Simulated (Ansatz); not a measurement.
A plane-wave DFT run in Ansatz 0.2.0 (scalar-relativistic PAW potentials unless the input names others): input and command.

```yaml
crystal:
  lattice:
    - [0.0, 2.7619176944, 2.7619176944]
    - [2.7619176944, 0.0, 2.7619176944]
    - [2.7619176944, 2.7619176944, 0.0]
  atoms:
    - { symbol: Si, position: [0.75, 0.75, 0.75] }
    - { symbol: Si, position: [0.5, 0.5, 0.5] }
basis:
  ecutwfc: 420
kpoints:
  mp_grid: { grid: [10, 10, 10] }
hamiltonian:
  xc: pbe
scf:
  occupations: { method: gaussian, width: 0.02 }
  algorithm: direct_min
output:
  forces: true
  eigenvalues: true
  stress: true
```

```bash
ansatz run input.yaml --threads 1 --pin off --max-ram 2560MiB --backend cpu --events-out ev --progress --plain --runs-dir out
```

Abridged log:
```
Basis set: ecut = 420 eV, 869 PW (Γ), exchange–correlation on 54×54×54 points (8 copies of the dense FFT grid, shifted against one another)
Bands: 8, of which v1, the nominal top of the filled ones, is band 4 counted from 1 (3 counted from 0)
Symmetry: 48 space group operations
k-points: 47 of 1000
SCF iter   1: F=—  HF=-1271.609980 eV  |F-HF|=—  |Δ(HF+E_count)|=         —  Δρ=1.46e-3  dr2=7.27e-4  ethr=1.77e-3  ⟨swp⟩=8.1  Hψ=1957  notcnv=0
SCF iter   2: F=—  HF=-1271.610144 eV  |F-HF|=—  |Δ(HF+E_count)|=   1.64e-4  Δρ=1.43e-4  dr2=8.61e-6  ethr=1.03e-7  ⟨swp⟩=2.9  Hψ=1739  notcnv=0  defer=2
SCF iter   3: F=—  HF=-1271.610143 eV  |F-HF|=—  |Δ(HF+E_count)|=   1.16e-6  Δρ=1.35e-5  dr2=1.47e-7  ethr=1.03e-7  ⟨swp⟩=2.7  Hψ=607  notcnv=0  defer=1
SCF iter   4: F=-1271.610143 eV  HF=-1271.610143 eV  |F-HF|=3.83e-10  |Δ(HF+E_count)|=   1.36e-8  Δρ=2.77e-6  dr2=2.60e-9  ethr=1.84e-9  ⟨swp⟩=4.0  Hψ=757  notcnv=0
SCF 1 converged in 4 iterations: F = -1271.610143 eV  dr2 = 2.60e-9
  Residual-converged pass: ⟨swp⟩=3.2  Hψ=720  notcnv=0  max |occ|·‖R‖ = 6.4e-6 eV (tolerance 6.7e-6 eV) dr2=2.82e-9  dr2_onsite=3.27e-10  max |Δocc| = 1.4e-126
SCF converged after 4 iterations
Stability not checked: this state was not tested for a lower state beside it, because a direct minimisation reached the state, and no test of it is asked (direct_minimisation; see scf.lower_state_search)
Free energy (F): -1271.610143 eV
Harris-Foulkes:  -1271.610143 eV  (|F-HF|=3.83e-10)
Internal energy: -1271.610143 eV  (E = F + TS)
E sigma→0 (E₀):  -1271.610143 eV
Fermi energy:    6.037561 eV
--- Forces (eV/Å), atoms counted from 1 ---
  atom   1  Si     0.00000000     0.00000000     0.00000000
  atom   2  Si     0.00000000     0.00000000     0.00000000
--- Stress (GPa, compression-positive) ---
       -2.437931       0.000000       0.000000
        0.000000      -2.437931       0.000000
        0.000000       0.000000      -2.437931
  P = ⅓ Tr σ = -2.4379 GPa (-24.379 kbar)
```

Apart from outputs and empty bands, the input differs from a reference run on usual settings in scf.algorithm: not typed → "direct_min". The reference, at the same geometry (not necessarily relaxed), gave pressure -2.44 GPa, largest force 0.000 eV/Å, gap on the mesh 0.66 eV. This run converged in 4 SCF iterations (reference: 6) with an energy at zero smearing within 0.01 meV/atom of the reference's, pressure -2.44 GPa, largest force 0.000 eV/Å, gap on the mesh 0.66 eV.

It took 1.5 s on 1 thread of Arm Neoverse V2, with other jobs on the host, peak memory 0.28 GiB.